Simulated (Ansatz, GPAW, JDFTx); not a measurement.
## MgO: programs and potentials compared

```
Mg O
1.0
     0.00000    2.09700    2.09700
     2.09700    0.00000    2.09700
     2.09700    2.09700    0.00000
Mg O
1 1
Direct
  0.00000 0.00000 0.00000
  0.50000 0.50000 0.50000
```

The cell is a database's computed one, not the measured one.

Alike in all runs: task band structure; functional BLYP; k mesh 11 × 11 × 11; occupations fermi-dirac, width 0.05 eV; no spin polarisation; no spin-orbit coupling. Pressure is positive in compression and, in plane waves, holds the error of the finite cutoff. Gaps are the smaller of the mesh's and the band path's.

```tsv
program and potentials	plane-wave cutoff (eV)	notes	band gap (eV)	pressure (GPa)
Ansatz, all-electron LAPW, scalar-relativistic	-	-	5.14	9.50
GPAW, PAW data sets generated for this functional	800	-	5.17	8.64
JDFTx, PseudoDojo-SR-PBE-0.5-standard	1143	potentials made for PBE	5.13	-
```

The band gap spans 5.13 (JDFTx, PseudoDojo-SR-PBE-0.5-standard) to 5.17 eV (GPAW, PAW data sets generated for this functional), with all-electron results at 5.14. The pressure spans 8.64 (GPAW, PAW data sets generated for this functional) to 9.50 GPa (Ansatz, all-electron LAPW, scalar-relativistic), with all-electron results at 9.50. The paths' points differ, which is worth about 0.01 eV.

The functional is the same throughout but for its coding, so the spread measures potentials, basis and numerics; runs on potential files found faulty are left out.

The three gaps agree closely, so the choice of program and potential hardly matters for the band edges of MgO. The valence band top is mainly O 2p and the conduction band bottom is a dispersive s-like state at Γ. The PBE-made potentials evidently carry over to BLYP for this gap, though with no pressure for that run, their transferability to the equation of state remains untested.

All the gaps lie well below the measured one. Since the all-electron result shares this shortfall, it belongs to the functional rather than the potentials: a semilocal Kohn-Sham gap lacks the derivative discontinuity that contributes to the fundamental gap.

Both computed pressures are positive, so BLYP favours a larger cell than the one used, in line with its usual tendency to underbind solids. Expansion would weaken the Madelung potential and the interactions that push the s-like band edge up, so the gap at BLYP's own equilibrium volume would probably be smaller still.
